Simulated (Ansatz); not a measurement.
## MgS: changes ranked by their effect on the pressure

```
CELL_PARAMETERS angstrom
0.00000 2.84837 2.84837
2.84837 0.00000 2.84837
2.84837 2.84837 0.00000
ATOMIC_POSITIONS crystal
Mg 0.00000 0.00000 0.00000
S 0.25000 0.25000 0.25000
```

Atom numbers follow the list: Mg1, S2.

The cell was built from the zincblende type and relaxed in the same program, and has space group F-43m; it needn't be a known or the stable phase.

Theory: Ansatz 0.2.0, DFT, PBE, all-electron LAPW, scalar-relativistic.

Sampling and basis: a Γ-centred 13×13×13 k mesh, Fermi–Dirac smearing of 0.05 eV, basis error target 0.5 meV/atom, no spin polarisation.

In this reference run the pressure is 0.0 GPa (positive in compression). Each change below is made alone, on the same k mesh, with fractional coordinates held unless an atom is moved; x, y and z are the Cartesian axes.

Q: One change shifts the pressure by -1.4 GPa. Which?
A. no relativity
B. functional lda
C. functional pbesol
D. volume scaled by 0.975

A: C. The others give: functional lda, -3.0 GPa; no relativity, +0.1 GPa; volume scaled by 0.975, +1.5 GPa.
